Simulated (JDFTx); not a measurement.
# CoO (R3m) in JDFTx: equation of state

How stiff is CoO in PBEsol, and what volume does it want? The cell is scaled to several volumes.

All numbers are computed with JDFTx 1.7.0 (patched build); they aren't measurements. Logs are shortened: lines on timing, memory, paths and dates and some standing lists are left out, and cuts for length are marked. The log counts tension as positive stress, the text compression.

**1. The crystal as given**

It takes space group R3m (No. 160, trigonal). Conventional cell: a = 3.204 Å, b = 3.204 Å, c = 7.699 Å, α = 90.00°, β = 90.00°, γ = 120.00°. Co (site symmetry 3m) is surrounded by 4 O at 1.91 to 1.96 Å. Around O (site symmetry 3m) lie 4 Co at 1.91 to 1.96 Å.

Measurements of this composition are mostly on another form, of space group No. 225.

**2. Equation of state, PBEsol, collinear spin, ferromagnetic start, 10.73 Å³/atom (volume scaled by 0.94)**

The input, CoO.in:

```
lattice \
    2.9659483962    -2.9659483962     0.0000000000 \
    1.7123911050     1.7123911050    -3.4247822099 \
    4.7509212052     4.7509212052     4.7509212052
coords-type Lattice
ion Co     0.9989783200     0.9989783200     0.9989783200 1
ion O      0.7510210300     0.7510210300     0.7510210300 1

ion-species pseudo/Co.upf
ion-species pseudo/O.upf
elec-cutoff 48 384
elec-ex-corr gga-PBEsol
kpoint-folding 10 10 10
elec-smearing Fermi 0.0018374661
elec-n-bands 19
spintype z-spin
initial-magnetic-moments Co 2
elec-initial-magnetization 2 no
electronic-SCF nIterations 100 energyDiffThreshold 1e-09
electronic-minimize nIterations 30 energyDiffThreshold 1e-7
forces-output-coords Cartesian

dump-name run.$VAR
dump End Ecomponents EigStats BandEigs Kpoints Forces Stress
```

Potentials or basis: PseudoDojo-SR-PBEsol-0.4.1-standard with smoothed tails.

Started as:

```
jdftx -c 1 -i CoO.in -o CoO.out
```

Log:

```text
*************** JDFTx 1.7.0 (patched build) ***************

Input parsed successfully to the following command list (including defaults):
[... the input with its defaults ...]

---------- Setting up symmetries ----------

Found 12 point-group symmetries of the bravais lattice
Found 6 space-group symmetries with basis
Applied RMS atom displacement 0 bohrs to make symmetries exact.

---------- Initializing the Grid ----------
R =
[      2.96595     -2.96595            0  ]
[      1.71239      1.71239     -3.42478  ]
[      4.75092      4.75092      4.75092  ]
unit cell volume = 144.776
G =
[    1.05922   0.611541    0.44084  ]
[   -1.05922   0.611541    0.44084  ]
[ -1.04302e-17   -1.22308    0.44084  ]
Minimum fftbox size, Smin = [  52  52  52  ]
Chosen fftbox size, S = [  54  54  54  ]

---------- Initializing tighter grid for wavefunction operations ----------
R =
[      2.96595     -2.96595            0  ]
[      1.71239      1.71239     -3.42478  ]
[      4.75092      4.75092      4.75092  ]
unit cell volume = 144.776
G =
[    1.05922   0.611541    0.44084  ]
[   -1.05922   0.611541    0.44084  ]
[ -1.04302e-17   -1.22308    0.44084  ]
Minimum fftbox size, Smin = [  40  40  40  ]
Chosen fftbox size, S = [  40  40  40  ]

---------- Exchange Correlation functional ----------
Initalized PBEsol GGA exchange.
Initalized PBEsol GGA correlation.

---------- Setting up pseudopotentials ----------
Width of ionic core gaussian charges (only for fluid interactions / plotting) set to 0

Reading pseudopotential file 'pseudo/Co.upf':
  'Co' pseudopotential, 'PBESOL' functional
  Generated using ONCVPSP code by D. R. Hamann
  17 valence electrons, 4 orbitals, 6 projectors, 1001 radial grid points, with lMax = 2
    3S    l: 0   occupation:  2.0   eigenvalue: -3.753490
    3P    l: 1   occupation:  6.0   eigenvalue: -2.407467
    3D    l: 2   occupation:  7.0   eigenvalue: -0.302441
    4S    l: 0   occupation:  2.0   eigenvalue: -0.201732
  Core radius for overlap checks: 1.60 bohrs.

Reading pseudopotential file 'pseudo/O.upf':
  'O' pseudopotential, 'PBESOL' functional
  Generated using ONCVPSP code by D. R. Hamann
  6 valence electrons, 2 orbitals, 5 projectors, 936 radial grid points, with lMax = 2
    2S    l: 0   occupation:  2.0   eigenvalue: -0.874950
    2P    l: 1   occupation:  4.0   eigenvalue: -0.329796
  Core radius for overlap checks: 1.39 bohrs.

Initialized 2 species with 2 total atoms.

Folded 1 k-points by 10x10x10 to 1000 k-points.

---------- Setting up k-points, bands, fillings ----------
Adding inversion symmetry to k-mesh for non-inversion-symmetric unit cell.
Reduced to 116 k-points under symmetry.
Computing the number of bands and number of electrons
Calculating initial fillings.
nElectrons:  23.000000   nBands: 19   nStates: 232

----- Setting up reduced wavefunction bases (one per k-point) -----
average nbasis = 2299.775 , ideal nbasis = 2299.596

---------- Setting up ewald sum ----------
Optimum gaussian width for ewald sums = 1.890880 bohr.
Real space sum over 1331 unit cells with max indices [  5  5  5  ]
Reciprocal space sum over 2197 terms with max indices [  6  6  6  ]

---------- Allocating electronic variables ----------
Initializing wave functions:  linear combination of atomic orbitals
Note: number of bands (19) exceeds available atomic orbitals (14)
Co (M=2) pseudo-atom majority spin occupations:   s ( 1 0.5 )  p ( 3 )  d ( 5 )
Co (M=2) pseudo-atom minority spin occupations:   s ( 1 0 )  p ( 3 )  d ( 3.5 )
O pseudo-atom occupations:   s ( 2 )  p ( 4 )
	FillingsUpdate:  mu: +1.025024167  nElectrons: 23.000000  magneticMoment: [ Abs: 0.12019  Tot: +0.11998 ]
LCAOMinimize: Iter:   0  F: -150.9599387768511747  |grad|_K:  1.233e-02  alpha:  1.000e+00
	FillingsUpdate:  mu: +1.024038770  nElectrons: 23.000000  magneticMoment: [ Abs: 0.19665  Tot: +0.19665 ]
LCAOMinimize: Iter:   1  F: -155.0628135760238990  |grad|_K:  9.284e-03  alpha:  2.988e-01  linmin: -1.930e-01  cgtest:  5.724e-01
LCAOMinimize: 	Predicted alpha/alphaT>3.000000, increasing alphaT to 8.965257e-01.
[... 29 lines of inner loops ...]
LCAOMinimize: Iter:  15  F: -158.3331021434513843  |grad|_K:  1.622e-06  alpha:  1.293e+00  linmin: -8.574e-04  cgtest:  5.299e-03
	FillingsUpdate:  mu: +0.466607360  nElectrons: 23.000000  magneticMoment: [ Abs: 2.37701  Tot: +2.37332 ]
LCAOMinimize: Iter:  16  F: -158.3331021709196307  |grad|_K:  5.579e-07  alpha:  2.489e-01  linmin: -2.547e-05  cgtest: -2.624e-03
LCAOMinimize: Converged (|Delta F|<1.000000e-06 for 2 iters).

-------- Electronic minimization -----------
Will mix electronic density at each iteration.
	FillingsUpdate:  mu: +0.466607360  nElectrons: 23.000000  magneticMoment: [ Abs: 2.37701  Tot: +2.37332 ]
	FillingsUpdate:  mu: +0.463265823  nElectrons: 23.000000  magneticMoment: [ Abs: 2.37701  Tot: +2.37332 ]
SCF: Cycle:  0   F: -158.366494735977824   dF: -3.339e-02   |Residual|: 1.050e-01   |deigs|: 6.187e-02
	FillingsUpdate:  mu: +0.442112640  nElectrons: 23.000000  magneticMoment: [ Abs: 2.38028  Tot: +2.37214 ]
SCF: Cycle:  1   F: -158.370988019933009   dF: -4.493e-03   |Residual|: 3.495e-02   |deigs|: 2.131e-02
	FillingsUpdate:  mu: +0.447675718  nElectrons: 23.000000  magneticMoment: [ Abs: 2.38183  Tot: +2.37400 ]
SCF: Cycle:  2   F: -158.371366479433163   dF: -3.785e-04   |Residual|: 3.280e-02   |deigs|: 5.956e-03
	FillingsUpdate:  mu: +0.446668723  nElectrons: 23.000000  magneticMoment: [ Abs: 2.42668  Tot: +2.42118 ]
SCF: Cycle:  3   F: -158.371915990478271   dF: -5.495e-04   |Residual|: 1.284e-02   |deigs|: 2.094e-03
	FillingsUpdate:  mu: +0.448077494  nElectrons: 23.000000  magneticMoment: [ Abs: 2.49612  Tot: +2.48695 ]
SCF: Cycle:  4   F: -158.371954573899501   dF: -3.858e-05   |Residual|: 4.964e-03   |deigs|: 1.270e-03
	FillingsUpdate:  mu: +0.448225280  nElectrons: 23.000000  magneticMoment: [ Abs: 2.51615  Tot: +2.50647 ]
SCF: Cycle:  5   F: -158.371959408869600   dF: -4.835e-06   |Residual|: 2.524e-03   |deigs|: 2.869e-04
	FillingsUpdate:  mu: +0.448221034  nElectrons: 23.000000  magneticMoment: [ Abs: 2.52483  Tot: +2.51509 ]
SCF: Cycle:  6   F: -158.371960443145213   dF: -1.034e-06   |Residual|: 7.351e-04   |deigs|: 1.300e-04
	FillingsUpdate:  mu: +0.448214193  nElectrons: 23.000000  magneticMoment: [ Abs: 2.52617  Tot: +2.51608 ]
SCF: Cycle:  7   F: -158.371960551188806   dF: -1.080e-07   |Residual|: 2.002e-04   |deigs|: 3.697e-05
	FillingsUpdate:  mu: +0.448232346  nElectrons: 23.000000  magneticMoment: [ Abs: 2.52650  Tot: +2.51642 ]
SCF: Cycle:  8   F: -158.371960593833393   dF: -4.264e-08   |Residual|: 1.161e-04   |deigs|: 1.240e-04
	FillingsUpdate:  mu: +0.448246255  nElectrons: 23.000000  magneticMoment: [ Abs: 2.52677  Tot: +2.51670 ]
SCF: Cycle:  9   F: -158.371960603862902   dF: -1.003e-08   |Residual|: 4.750e-05   |deigs|: 9.793e-05
	FillingsUpdate:  mu: +0.448247720  nElectrons: 23.000000  magneticMoment: [ Abs: 2.52698  Tot: +2.51690 ]
SCF: Cycle: 10   F: -158.371960606387916   dF: -2.525e-09   |Residual|: 1.671e-05   |deigs|: 3.576e-05
	FillingsUpdate:  mu: +0.448247895  nElectrons: 23.000000  magneticMoment: [ Abs: 2.52705  Tot: +2.51696 ]
SCF: Cycle: 11   F: -158.371960607055684   dF: -6.678e-10   |Residual|: 8.754e-06   |deigs|: 5.299e-05
	FillingsUpdate:  mu: +0.448249141  nElectrons: 23.000000  magneticMoment: [ Abs: 2.52710  Tot: +2.51700 ]
SCF: Cycle: 12   F: -158.371960607232211   dF: -1.765e-10   |Residual|: 7.012e-06   |deigs|: 2.676e-05
SCF: Converged (|Delta E|<1.000000e-09 for 2 iters).

Setting wave functions to eigenvectors of Hamiltonian

# Stress tensor in Cartesian coordinates [Eh/a0^3]:
[  0.000112366            0            0  ]
[            0  0.000112366            0  ]
[            0            0 -9.18075e-05  ]

# Ionic positions in lattice coordinates:
ion Co   0.998978320000000   0.998978320000000   0.998978320000000 1
ion O   0.751021030000000   0.751021030000000   0.751021030000000 1

# Forces in Cartesian coordinates:
force Co   0.000000000000000  -0.000000000000000   0.005587033277979 1
force O   0.000000000000000  -0.000000000000000  -0.005581054866044 1

# Energy components:
   Eewald =      -99.1789935720382942
       EH =       51.0936178707069644
     Eloc =     -146.5765874341631161
      Enl =      -21.7548051729560861
      Exc =      -31.9310307194949274
 Exc_core =       10.9079090981735334
       KE =       79.0687962699098250
-------------------------------------
     Etot =     -158.3710936598620549
       TS =        0.0008669473701472
-------------------------------------
        F =     -158.3719606072322108

IonicMinimize: Iter:   0  F: -158.371960607232211  |grad|_K:  3.224e-03
IonicMinimize: None of the convergence criteria satisfied after 0 iterations.

#--- Lowdin population analysis ---
# oxidation-state Co +1.042
# magnetic-moments Co +2.135
# oxidation-state O -0.879
# magnetic-moments O +0.382

Dumping 'run.eigStats' ...
	eMin: -3.079556 at state 0 ( [ +0.000000 +0.000000 +0.000000 ] spin 1 )
	HOMO: +0.448239 at state 177 ( [ +0.100000 +0.500000 +0.500000 ] spin -1 )
	mu  : +0.448249
	LUMO: +0.448582 at state 79 ( [ +0.200000 +0.300000 +0.300000 ] spin 1 )
	eMax: +1.353865 at state 206 ( [ +0.200000 +0.500000 +0.500000 ] spin -1 )
	HOMO-LUMO gap: +0.000343
	Optical gap  : +0.003251 at state 3 ( [ +0.000000 +0.000000 +0.300000 ] spin 1 )
Done!
```

Wall time 5.3 min (1 thread of Intel Xeon 6975P-C (Granite Rapids), shared host); peak memory 0.47 GiB.

Results:

| Property | Result |
| --- | --- |
| Free energy | -4309.5206 eV |
| Pressure | -1.3 GPa |
| Largest force | 0.287 eV/Å |
| Band gap on the k mesh | none (metal or under the smearing width) |
| Net moment | 2.52 μB per cell |
| Absolute moment | 2.53 μB per cell |
| Site moments | Co +2.13; O +0.38 μB |
| Loewdin charges | Co +1.04; O -0.88 e |

Caveat: a cell with one magnetic atom can't hold antiferromagnetic order, which such compounds often take; semilocal functionals often make such compounds metallic where correlation or magnetic order opens a gap, which also shifts bond lengths.

**3. Equation of state, PBEsol, collinear spin, ferromagnetic start, 10.96 Å³/atom (volume scaled by 0.96)**

Edit CoO.in of step 2 so:

```diff
@@ -1,5 +1,5 @@
 lattice \
-    2.9659483962    -2.9659483962     0.0000000000 \
-    1.7123911050     1.7123911050    -3.4247822099 \
-    4.7509212052     4.7509212052     4.7509212052
+    2.9868360450    -2.9868360450     0.0000000000 \
+    1.7244505946     1.7244505946    -3.4489011892 \
+    4.7843794990     4.7843794990     4.7843794990
 coords-type Lattice
@@ -23,2 +23,2 @@
 dump-name run.$VAR
-dump End Ecomponents EigStats BandEigs Kpoints Forces Stress
+dump End Ecomponents EigStats BandEigs Kpoints Forces Stress ElecDensity Dtot
```

Potentials or basis: PseudoDojo-SR-PBEsol-0.4.1-standard with smoothed tails.

Started as:

```
jdftx -c 1 -i CoO.in -o CoO.out
```

Wall time 6.3 min (1 thread of Intel Xeon 6975P-C (Granite Rapids), shared host); peak memory 0.47 GiB.

Results (log left out):

| Quantity | Value |
| --- | --- |
| Free energy | -4309.5142 eV |
| Pressure | -3.3 GPa |
| Largest force | 0.258 eV/Å |
| Band gap on the k mesh | none (metal or under the smearing width) |
| Net moment | 2.67 μB per cell |
| Absolute moment | 2.68 μB per cell |
| Site moments | Co +2.25; O +0.41 μB |
| Loewdin charges | Co +1.06; O -0.90 e |

Caveat: a cell with one magnetic atom can't hold antiferromagnetic order, which such compounds often take; semilocal functionals often make such compounds metallic where correlation or magnetic order opens a gap, which also shifts bond lengths.

**4. Equation of state, PBEsol, collinear spin, ferromagnetic start, 11.18 Å³/atom (volume scaled by 0.98)**

Edit CoO.in of step 3 so:

```diff
@@ -1,5 +1,5 @@
 lattice \
-    2.9868360450    -2.9868360450     0.0000000000 \
-    1.7244505946     1.7244505946    -3.4489011892 \
-    4.7843794990     4.7843794990     4.7843794990
+    3.0074355653    -3.0074355653     0.0000000000 \
+    1.7363437332     1.7363437332    -3.4726874664 \
+    4.8173762624     4.8173762624     4.8173762624
 coords-type Lattice
```

Started as:

```
jdftx -c 1 -i CoO.in -o CoO.out
```

Run time: 5.7 min. Hardware: 1 thread of Intel Xeon 6975P-C (Granite Rapids), shared host; peak memory 0.48 GiB.

Results (log left out):

```
Free energy            : -4309.5017 eV
Pressure               : -5.5 GPa
Largest force          : 0.236 eV/Å
Band gap on the k mesh : none (metal or under the smearing width)
Net moment             : 2.77 μB per cell
Absolute moment        : 2.78 μB per cell
Site moments           : Co +2.34; O +0.44 μB
Loewdin charges        : Co +1.07; O -0.91 e
```

Caveat: a cell with one magnetic atom can't hold antiferromagnetic order, which such compounds often take; semilocal functionals often make such compounds metallic where correlation or magnetic order opens a gap, which also shifts bond lengths.

**5. Equation of state, PBEsol, collinear spin, ferromagnetic start, 11.41 Å³/atom**

Edit CoO.in of step 4 so:

```diff
@@ -1,5 +1,5 @@
 lattice \
-    3.0074355653    -3.0074355653     0.0000000000 \
-    1.7363437332     1.7363437332    -3.4726874664 \
-    4.8173762624     4.8173762624     4.8173762624
+    3.0277566923    -3.0277566923     0.0000000000 \
+    1.7480761413     1.7480761413    -3.4961522826 \
+    4.8499270895     4.8499270895     4.8499270895
 coords-type Lattice
```

Started as:

```
jdftx -c 1 -i CoO.in -o CoO.out
```

Wall time 6.4 min (1 thread of Intel Xeon 6975P-C (Granite Rapids), shared host); peak memory 0.48 GiB.

It converged, with:

```yaml
Free_energy: -4309.4830 eV
Pressure: -7.7 GPa
Largest_force: 0.217 eV/Å
Band_gap_on_the_k_mesh: none (metal or under the smearing width)
Net_moment: 2.85 μB per cell
Absolute_moment: 2.86 μB per cell
Site_moments: Co +2.40; O +0.45 μB
Loewdin_charges: Co +1.08; O -0.92 e
```

Caveat: a cell with one magnetic atom can't hold antiferromagnetic order, which such compounds often take; semilocal functionals often make such compounds metallic where correlation or magnetic order opens a gap, which also shifts bond lengths.

**6. Equation of state, PBEsol, collinear spin, ferromagnetic start, 11.64 Å³/atom (volume scaled by 1.02)**

Edit CoO.in of step 5 so:

```diff
@@ -1,5 +1,5 @@
 lattice \
-    3.0277566923    -3.0277566923     0.0000000000 \
-    1.7480761413     1.7480761413    -3.4961522826 \
-    4.8499270895     4.8499270895     4.8499270895
+    3.0478086455    -3.0478086455     0.0000000000 \
+    1.7596531419     1.7596531419    -3.5193062837 \
+    4.8820467480     4.8820467480     4.8820467480
 coords-type Lattice
```

Potentials or basis: PseudoDojo-SR-PBEsol-0.4.1-standard with smoothed tails.

Started as:

```
jdftx -c 1 -i CoO.in -o CoO.out
```

Run time: 6.6 min. Hardware: 1 thread of Intel Xeon 6975P-C (Granite Rapids), shared host; peak memory 0.49 GiB.

The run converged. Its results:

| Quantity | Value |
| --- | --- |
| Free energy | -4309.4580 eV |
| Pressure | -9.9 GPa |
| Largest force | 0.202 eV/Å |
| Band gap on the k mesh | none (metal or under the smearing width) |
| Net moment | 2.90 μB per cell |
| Absolute moment | 2.91 μB per cell |
| Site moments | Co +2.44; O +0.46 μB |
| Loewdin charges | Co +1.08; O -0.92 e |

Caveat: a cell with one magnetic atom can't hold antiferromagnetic order, which such compounds often take; semilocal functionals often make such compounds metallic where correlation or magnetic order opens a gap, which also shifts bond lengths.

**7. Equation of state, PBEsol, collinear spin, ferromagnetic start, 11.87 Å³/atom (volume scaled by 1.04)**

Edit CoO.in of step 6 so:

```diff
@@ -1,5 +1,5 @@
 lattice \
-    3.0478086455    -3.0478086455     0.0000000000 \
-    1.7596531419     1.7596531419    -3.5193062837 \
-    4.8820467480     4.8820467480     4.8820467480
+    3.0676001652    -3.0676001652     0.0000000000 \
+    1.7710797812     1.7710797812    -3.5421595624 \
+    4.9137492385     4.9137492385     4.9137492385
 coords-type Lattice
```

Started as:

```
jdftx -c 1 -i CoO.in -o CoO.out
```

It took 7.4 min on 1 thread of Intel Xeon 6975P-C (Granite Rapids), shared host; peak memory 0.49 GiB.

It converged, with:

```yaml
Free_energy: -4309.4271 eV
Pressure: -11.9 GPa
Largest_force: 0.186 eV/Å
Band_gap_on_the_k_mesh: none (metal or under the smearing width)
Net_moment: 2.94 μB per cell
Absolute_moment: 2.95 μB per cell
Site_moments: Co +2.47; O +0.47 μB
Loewdin_charges: Co +1.09; O -0.93 e
```

Caveat: a cell with one magnetic atom can't hold antiferromagnetic order, which such compounds often take; semilocal functionals often make such compounds metallic where correlation or magnetic order opens a gap, which also shifts bond lengths.

**8. Equation of state, PBEsol, collinear spin, ferromagnetic start, 12.10 Å³/atom (volume scaled by 1.06)**

Edit CoO.in of step 7 so:

```diff
@@ -1,5 +1,5 @@
 lattice \
-    3.0676001652    -3.0676001652     0.0000000000 \
-    1.7710797812     1.7710797812    -3.5421595624 \
-    4.9137492385     4.9137492385     4.9137492385
+    3.0871395465    -3.0871395465     0.0000000000 \
+    1.7823608483     1.7823608483    -3.5647216965 \
+    4.9450478482     4.9450478482     4.9450478482
 coords-type Lattice
```

Started as:

```
jdftx -c 1 -i CoO.in -o CoO.out
```

It took 6.7 min on 1 thread of Intel Xeon 6975P-C (Granite Rapids), shared host; peak memory 0.5 GiB.

The run converged. Its results:

```
Free energy            : -4309.3906 eV
Pressure               : -13.8 GPa
Largest force          : 0.168 eV/Å
Band gap on the k mesh : none (metal or under the smearing width)
Net moment             : 2.96 μB per cell
Absolute moment        : 2.97 μB per cell
Site moments           : Co +2.49; O +0.47 μB
Loewdin charges        : Co +1.09; O -0.93 e
```

Caveat: a cell with one magnetic atom can't hold antiferromagnetic order, which such compounds often take; semilocal functionals often make such compounds metallic where correlation or magnetic order opens a gap, which also shifts bond lengths.

**9. Equation of state, PBEsol, collinear spin, ferromagnetic start**

Potentials or basis: PseudoDojo-SR-PBEsol-0.4.1-standard with smoothed tails.

This step only gathers the single runs of the series.

Results:

```
Equilibrium volume                        : 10.61 Å³/atom (rough: see the caveat)
Bulk modulus at fixed shape and positions : 102 GPa (rough)
```

Energy against volume, from the lowest point:
```
volume (Å³/atom)  energy (meV/atom)
          10.727               0.00
          10.955               3.21
          11.183               9.43
          11.411              18.79
          11.640              31.27
          11.868              46.74
          12.096              65.00
```

Caveat: the minimum lies outside the volumes run; the fit is doubtful: noisy points or a state that changes with volume; the cell was scaled at fixed shape and fractional positions, which overstates the stiffness of a crystal with free parameters, most of all of layers and chains.
